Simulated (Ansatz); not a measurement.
W, 1 atom in the cell. It takes space group Fm-3m (No. 225, cubic). Conventional cell: a = 4.060 Å, b = 4.060 Å, c = 4.060 Å, α = 90.00°, β = 90.00°, γ = 90.00°. Around W (site symmetry m-3m) lie 12 W at 2.87 Å. This isn't the form of W at room conditions, which is bcc.

| Quantity | Value |
| --- | --- |
| Program | Ansatz 0.2.0 |
| Task | relaxation of cell and atoms |
| Functional | PBEsol |
| Potentials or basis | Ansatz PAW |
| Cutoff | 420 eV (not typed: the program's choice for these potentials) |
| k mesh | 11 × 11 × 11 |
| Occupations | fermi-dirac, width 0.05 eV |
| Spin | no spin polarisation |
| Target pressure (GPa) | 0 |

Potentials or basis: Ansatz PAW.

Command:

```sh
$ ansatz run input.yaml --threads 2 --pin off --max-ram 5632MiB --backend cpu --events-out ev --progress --plain --runs-dir out
```

Hardware: 2 threads of Arm Neoverse V2 (shared host).

Question: Estimate the wall time of this run.

Answer: Wall time 2.3 s on 2 threads of Arm Neoverse V2, with other jobs on the host, peak memory 0.27 GiB. Counts: scf iterations 27, plane waves 331, k points 56, bands 11, ion steps 6.
